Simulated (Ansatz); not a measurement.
A run of Ansatz 0.2.0 is set up as follows.

File input.yaml:

```yaml
crystal:
  lattice:
    - [0.0, 2.3885, 2.3885]
    - [2.3885, 0.0, 2.3885]
    - [2.3885, 2.3885, 0.0]
  atoms:
    - { symbol: As, position: [0.75, 0.75, 0.75] }
    - { symbol: B, position: [0.0, 0.0, 0.0] }
kpoints:
  mp_grid: { grid: [10, 10, 10] }
  band_path:
    path:
      - [0.0, 0.0, 0.0]
      - [0.5, 0.0, 0.5]
      - [0.5, 0.25, 0.75]
      - [0.375, 0.375, 0.75]
      - [0.0, 0.0, 0.0]
      - [0.5, 0.5, 0.5]
      - [0.625, 0.25, 0.625]
      - [0.5, 0.25, 0.75]
    npoints: 12
scf:
  occupations: { method: fermi_dirac, width: 0.05 }
hamiltonian:
  xc: pbesol
  pseudopotentials:
    kind: all_electron
    lapw: { basis_error: 0.001 }
    relativity: none
output:
  forces: true
  stress: true
  eigenvalues: true
```

Potentials or basis: all-electron LAPW, non-relativistic.

The run is started by

```sh
$ ansatz run input.yaml --threads 1 --pin off --max-ram 3072MiB --backend cpu --events-out ev --progress --plain --runs-dir out
```

Task: What does it give for the pressure?

Result: -0.4 GPa.

Task: Predict the band gap on the k mesh.

Result: 1.11 eV, indirect (least direct gap 3.24 eV).

Task: What does it give for the band gap along the path?

Result: 1.12 eV, indirect (least direct gap 3.24 eV).

Levels at the corners of the path, in eV from the valence-band top:
```
point  band 11  band 12  band 13  band 14  band 15  band 16  band 17  band 18
    Γ   -15.20     0.00     0.00     0.00     3.24     3.24     3.24     5.09
    X   -10.84    -8.52    -4.10    -4.10     1.29     1.44    11.39    11.39
    W   -10.66    -8.04    -5.55    -5.25     5.13     6.11     6.67     7.01
    K   -10.88    -8.12    -6.02    -3.50     1.98     5.52     9.21     9.79
    Γ   -15.20     0.00     0.00     0.00     3.24     3.24     3.24     5.09
    L   -12.22    -8.81    -1.82    -1.82     2.88     4.71     4.71     8.70
    U   -10.88    -8.12    -6.02    -3.50     1.98     5.52     9.21     9.79
    W   -10.66    -8.04    -5.55    -5.25     5.13     6.11     6.67     7.01
```

Caveat: relativity is left out, which matters for the heavier elements.
